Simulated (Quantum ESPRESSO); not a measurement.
MnS:

```
CELL_PARAMETERS angstrom
0.00000 2.60450 2.60450
2.60450 0.00000 2.60450
2.60450 2.60450 0.00000
ATOMIC_POSITIONS crystal
Mn 0.00000 0.00000 0.00000
S 0.50000 0.50000 0.50000
```

Base run:

| Property | Result |
| --- | --- |
| Program | Quantum ESPRESSO 7.5 |
| Functional | PBE |
| Potentials or basis | PseudoDojo 0.4.1 SR PBE standard |
| Cutoff | 1306 eV |
| Density cutoff | 5225 eV |
| k mesh | 9 × 9 × 9 |
| Occupations | fermi-dirac, width 0.05 eV |
| Spin | collinear spin, ferromagnetic start |
| Starting moments | [4.0, 0.0] μB |

Its results: band gap on the k mesh none (metal or under the smearing width); pressure -2.0 GPa; net moment 4.77 μB per cell; site moments Mn +4.26; S +0.16 μB.

Problem. The run is repeated on the same cell with these changes: functional from PBE to LDA; potentials or basis from PseudoDojo 0.4.1 SR PBE standard to PseudoDojo 0.4.1 SR LDA standard. What comes out?

Solution. Band gap on the k mesh none (metal or under the smearing width); pressure -11.2 GPa; net moment 4.60 μB per cell; site moments Mn +4.11; S +0.15 μB.

Caveats: a cell with one magnetic atom can't hold antiferromagnetic order, which such compounds often take; semilocal functionals often make such compounds metallic where correlation or magnetic order opens a gap, which also shifts bond lengths.
